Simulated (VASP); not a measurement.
# Quasiparticle energies of AlP in VASP, part 7 of 8

How does the gap of AlP change from the starting functional to GW? The cell is of the zinc-blende type, one of the forms listed for this formula. The start is a cell from a database of measured crystal structures.

VASP 6.6.1, plane waves and PAW; the level of theory is named at each step.

So far, quasiparticle gap on the mesh (eV): step 3 (evGW0, evGW0 on PBE) 2.53; step 4 (evGW, evGW on PBE) 2.71; step 5 (QPGW0, QPGW0 on PBE) 2.54. Also gap on the k-mesh (eV): step 2 (empty bands, functional PBE) 1.57.

The database entry behind the starting cell differs from later determinations by our own check (0.1 to 0.3 % short, probably kX units), so it need not match the best structure at ambient conditions.

## (6) Orbitals for another starting point

This step: PBE; plane waves and PAW (P_GW, Al_GW) (VASP 6.6.1).

A hybrid converges faster from good orbitals, so a cheap PBE run writes WAVECAR first.

INCAR

```
SYSTEM = AlP
PREC = Accurate
ENCUT = 300
EDIFF = 1E-05
NELM = 100
ISMEAR = 0
SIGMA = 0.01
LREAL = .FALSE.
ALGO = Normal
GGA = PE
NBANDS = 10
LORBIT = 11
LWAVE = .TRUE.
LCHARG = .FALSE.
KPAR = 8
```

POSCAR

```
AlP
1.0
    0.0000000000      2.7255000000      2.7255000000
    2.7255000000      0.0000000000      2.7255000000
    2.7255000000      2.7255000000      0.0000000000
P Al
1 1
Direct
    0.7500000000      0.7500000000      0.7500000000
    0.0000000000      0.0000000000      0.0000000000
```

KPOINTS

```
Automatic mesh
0
Gamma
6 6 6
0 0 0
```

Potentials, in the order of the species: P_GW and Al_GW (PBE family, release 64).

Launch:

```bash
$ mpirun -np 8 vasp_std
```

Log:

```text
[banner, memory and clock lines left out]
running    8 mpi-ranks, on    1 nodes
 distrk:  each k-point on    1 cores,    8 groups
 distr:  one band on    1 cores,    1 groups

 POSCAR found type information on POSCAR P Al
 POSCAR found :  2 types and       2 ions
 [... a notice as in an earlier step ...]

 LDA part: xc-table for (Slater+PW92), standard interpolation
 POSCAR, INCAR and KPOINTS ok, starting setup
 FFT: planning ... GRIDC
 FFT: planning ... GRID_SOFT
 FFT: planning ... GRID
 WAVECAR not read
 entering main loop
       N       E                     dE             d eps       ncg     rms          rms(c)
DAV:   1     0.737880057167E+01    0.73788E+01   -0.28570E+03   328   0.481E+02
DAV:   2    -0.101305433094E+02   -0.17509E+02   -0.16029E+02   500   0.886E+01
DAV:   3    -0.107138958900E+02   -0.58335E+00   -0.58252E+00   434   0.146E+01
DAV:   4    -0.107194507521E+02   -0.55549E-02   -0.55541E-02   458   0.181E+00
DAV:   5    -0.107195342978E+02   -0.83546E-04   -0.83544E-04   438   0.153E-01    0.319E+00
DAV:   6    -0.104070280029E+02    0.31251E+00   -0.64530E-01   372   0.325E+00    0.166E+00
DAV:   7    -0.103613597258E+02    0.45668E-01   -0.22103E-01   426   0.210E+00    0.595E-01
DAV:   8    -0.103614625098E+02   -0.10278E-03   -0.13906E-02   380   0.670E-01    0.634E-02
DAV:   9    -0.103616563409E+02   -0.19383E-03   -0.79619E-04   406   0.179E-01    0.297E-02
DAV:  10    -0.103617309008E+02   -0.74560E-04   -0.11256E-04   398   0.629E-02    0.646E-03
DAV:  11    -0.103617356601E+02   -0.47593E-05   -0.28722E-05   406   0.276E-02
   1 F= -.10361736E+02 E0= -.10361736E+02  d E =-.245918E-15
 writing wavefunctions
```

It took 1.8 s on 8 MPI ranks of AMD EPYC 7R43, shared host; peak memory 0.82 GiB.

Parts of OUTCAR (step 6):

```text
   k-points           NKPTS =     16   k-points in BZ     NKDIM =     16   number of bands    NBANDS=     10

   NELECT =       8.0000    total number of electrons

 E-fermi :   3.9611

 k-point     1 :       0.0000    0.0000    0.0000
  band No.  band energies     occupation
      1      -7.6264      2.00000
      2       3.9097      2.00000
      3       3.9097      2.00000
      4       3.9097      2.00000
      5       7.2527      0.00000
      6       8.4758      0.00000
      7       8.4758      0.00000
      8       8.4758      0.00000
      9      12.7303      0.00000
    ...

  Total        0.6506910      0.6506910      0.6506910     -0.0000000      0.0000000     -0.0000000
  in kB       25.7464176     25.7464176     25.7464176     -0.0000000      0.0000000     -0.0000000
  external PRESSURE =      25.7464176 kB  Pullay stress =       0.0000000 kB

 POSITION                                       TOTAL-FORCE (eV/Angst)
 -----------------------------------------------------------------------------------
      4.08825      4.08825      4.08825        -0.000000      0.000000     -0.000000
      0.00000      0.00000      0.00000         0.000000     -0.000000      0.000000
 -----------------------------------------------------------------------------------
    total drift:                                0.000002      0.000002      0.000002

  FREE ENERGIE OF THE ION-ELECTRON SYSTEM (eV)
  ---------------------------------------------------
  free  energy   TOTEN  =       -10.3617356601 eV

  energy  without entropy=      -10.3617356601  energy(sigma->0) =      -10.36173566

[... 7 parts as in an earlier step ...]

[... 9 further parts left out ...]
```

Numbers from this step:

```
free energy (TOTEN) : -10.36 eV
Fermi energy        : 3.961 eV
pressure            : 2.575 GPa
gap on the k-mesh   : 1.571 eV
```

The run ends at a pressure of 2.57 GPa.

## (7) Another starting point

This step: HSE06; plane waves and PAW (P_GW, Al_GW) (VASP 6.6.1).

To see how much the result owes to its start, the ground state is made again with HSE06. EDIFF is tight for accurate orbitals, and a narrow smearing avoids fractional occupations.

INCAR

```
SYSTEM = AlP
PREC = Accurate
ENCUT = 300
EDIFF = 1E-08
NELM = 100
ISMEAR = 0
SIGMA = 0.01
LREAL = .FALSE.
ALGO = Normal
LHFCALC = .TRUE.
AEXX = 0.25
GGA = PE
HFSCREEN = 0.2
LASPH = .TRUE.
NBANDS = 10
PRECFOCK = Fast
LORBIT = 11
LWAVE = .TRUE.
LCHARG = .FALSE.
KPAR = 8
```

POSCAR is that of step 6.

KPOINTS is that of step 6.

The run starts from files that an earlier step left in the folder.

Launch:

```bash
$ mpirun -np 8 vasp_std
```

Log:

```text
[banner, memory and clock lines left out]
running    8 mpi-ranks, on    1 nodes
 distrk:  each k-point on    1 cores,    8 groups
 distr:  one band on    1 cores,    1 groups

 POSCAR found type information on POSCAR P Al
 POSCAR found :  2 types and       2 ions
 [... a notice as in an earlier step ...]

 LDA part: xc-table for (Slater+PW92), standard interpolation
 found WAVECAR, reading the header
 POSCAR, INCAR and KPOINTS ok, starting setup
 FFT: planning ... GRIDC
 FFT: planning ... GRID_SOFT
 FFT: planning ... GRID
 reading WAVECAR
 the WAVECAR file was read successfully
 initial charge from wavefunction
 entering main loop
       N       E                     dE             d eps       ncg     rms          rms(c)
DAV:   1    -0.119899273232E+02   -0.11990E+02   -0.23559E-01   340   0.306E+00    0.169E-01
DAV:   2    -0.119916038186E+02   -0.16765E-02   -0.52259E-03   444   0.471E-01    0.126E-01
DAV:   3    -0.119913026119E+02    0.30121E-03   -0.26174E-04   416   0.106E-01    0.783E-02
DAV:   4    -0.119911872902E+02    0.11532E-03   -0.57655E-05   464   0.440E-02    0.475E-02
DAV:   5    -0.119911478860E+02    0.39404E-04   -0.15714E-05   474   0.240E-02    0.286E-02
DAV:   6    -0.119911340315E+02    0.13855E-04   -0.46764E-06   478   0.139E-02    0.171E-02
DAV:   7    -0.119911292170E+02    0.48145E-05   -0.15750E-06   470   0.831E-03    0.102E-02
DAV:   8    -0.119911273743E+02    0.18427E-05   -0.57997E-07   460   0.498E-03    0.609E-03
DAV:   9    -0.119911266342E+02    0.74009E-06   -0.19744E-07   454   0.296E-03    0.363E-03
DAV:  10    -0.119911263909E+02    0.24336E-06   -0.73817E-08   442   0.179E-03    0.217E-03
DAV:  11    -0.119911263074E+02    0.83481E-07   -0.26383E-08   398   0.109E-03    0.130E-03
DAV:  12    -0.119911262409E+02    0.66489E-07   -0.95806E-09   312   0.667E-04    0.785E-04
DAV:  13    -0.119911261839E+02    0.57013E-07   -0.39603E-09   206   0.453E-04    0.476E-04
DAV:  14    -0.119911261624E+02    0.21465E-07   -0.19932E-09   178   0.347E-04    0.289E-04
DAV:  15    -0.119911261652E+02   -0.27343E-08   -0.99264E-10   172   0.259E-04
   1 F= -.11991126E+02 E0= -.11991126E+02  d E =-.252060E-51
 writing wavefunctions
```

Run time: 48 s. Hardware: 8 MPI ranks; peak memory 1.6 GiB.

OUTCAR, selected parts (step 7):

```text
   k-points           NKPTS =     16   k-points in BZ     NKDIM =    216   number of bands    NBANDS=     10

   NELECT =       8.0000    total number of electrons

  exchange ACFDT corr.  =         0.00000000  see jH, gK, PRB 81, 115126

 E-fermi :   3.5228

 k-point     1 :       0.0000    0.0000    0.0000
  band No.  band energies     occupation
      1      -9.3791      2.00000
      2       3.4182      2.00000
      3       3.4182      2.00000
      4       3.4182      2.00000
      5       7.7013      0.00000
      6       8.9467      0.00000
      7       8.9467      0.00000
      8       8.9467      0.00000
      9      13.4367      0.00000
    ...

 POSITION                                       TOTAL-FORCE (eV/Angst)
 -----------------------------------------------------------------------------------
      4.08825      4.08825      4.08825        -0.000000     -0.000000     -0.000000
      0.00000      0.00000      0.00000         0.000000      0.000000      0.000000
 -----------------------------------------------------------------------------------
    total drift:                                0.000002      0.000003      0.000003

  FREE ENERGIE OF THE ION-ELECTRON SYSTEM (eV)
  ---------------------------------------------------
  free  energy   TOTEN  =       -11.9911261652 eV

  energy  without entropy=      -11.9911261652  energy(sigma->0) =      -11.99112617

[... 7 parts as in an earlier step ...]

[... 9 further parts left out ...]
```

The PAW data sets were made with PBE, which is usual practice but a small mismatch for other functionals.

This step gave:

| Item | Value |
| --- | --- |
| free energy (TOTEN) | -11.99 eV |
| Fermi energy | 3.523 eV |
| gap on the k-mesh | 2.275 eV |
| least direct gap on the k-mesh | 4.283 eV |

## (8) Empty bands, functional HSE06

ALGO = Exact makes the empty bands from the converged ground state in one step. LOPTICS writes the k-derivatives of the orbitals (WAVEDER), which give the long-wavelength limit of the screening.

INCAR

```
SYSTEM = AlP
PREC = Accurate
ENCUT = 300
ISMEAR = 0
SIGMA = 0.01
LREAL = .FALSE.
LHFCALC = .TRUE.
AEXX = 0.25
GGA = PE
HFSCREEN = 0.2
LASPH = .TRUE.
NBANDS = 264
PRECFOCK = Fast
ALGO = Exact
NELM = 1
LWAVE = .TRUE.
LCHARG = .FALSE.
LOPTICS = .TRUE.
NEDOS = 1000
CSHIFT = 0.1
```

POSCAR is that of step 7.

KPOINTS is that of step 7.

The run starts from files that an earlier step left in the folder.

Launch:

```bash
$ mpirun -np 8 vasp_std
```

Log:

```text
[banner, memory and clock lines left out]
running    8 mpi-ranks, on    1 nodes
[...]
[... a notice as in an earlier step ...]

 LDA part: xc-table for (Slater+PW92), standard interpolation
 found WAVECAR, reading the header
  number of bands has changed, file:    10 present:   264
  trying to continue reading WAVECAR, but it might fail
 POSCAR, INCAR and KPOINTS ok, starting setup
[...]
reading WAVECAR
 random initialization beyond band           10
 the WAVECAR file was read successfully
 initial charge from wavefunction
 entering main loop
       N       E                     dE             d eps       ncg     rms          rms(c)
DIA:   1    -0.119911261887E+02   -0.11991E+02    0.00000E+00     0   0.000E+00
   1 F= -.11991126E+02 E0= -.11991126E+02  d E =-.620233E-83
 writing wavefunctions
 optical routines
 imaginary and real dielectric function
 recalculating local potential from charge density
 direction            1
 direction            2
 direction            3
```

Elapsed: 3.8 min, on 8 MPI ranks; peak memory 1.7 GiB; 30 min of CPU time.

From OUTCAR (step 8):

```text
  FREE ENERGIE OF THE ION-ELECTRON SYSTEM (eV)
  ---------------------------------------------------
  free  energy   TOTEN  =       -11.9911261887 eV

  energy  without entropy=      -11.9911261887  energy(sigma->0) =      -11.99112619

[... 3 parts as in an earlier step ...]

[... 1 further part left out ...]
[key lines of the parts left out:]
E-fermi :   3.5532
```

(Continued in part 8 of 8.)

[Lines on the potential files, build, host, timing and source positions are cut from VASP's logs without a mark.]

[Logs are printed without paths, hosts, clocks, repeated set-up lines and the standing remarks that a program may print on its own settings, such as how far it seeks lower states.]

[Hosts, paths, dates, database ids (printed as entryN), source tags and the programs' standing remarks are cut or masked in the printed files.]

[Pressures printed for these runs are not shown converged in the cutoff: they can be off by several GPa and have the wrong sign.]

[In band tables of VASP the shares of atoms and orbitals are scaled to a sum of 1 inside the atoms' spheres.]
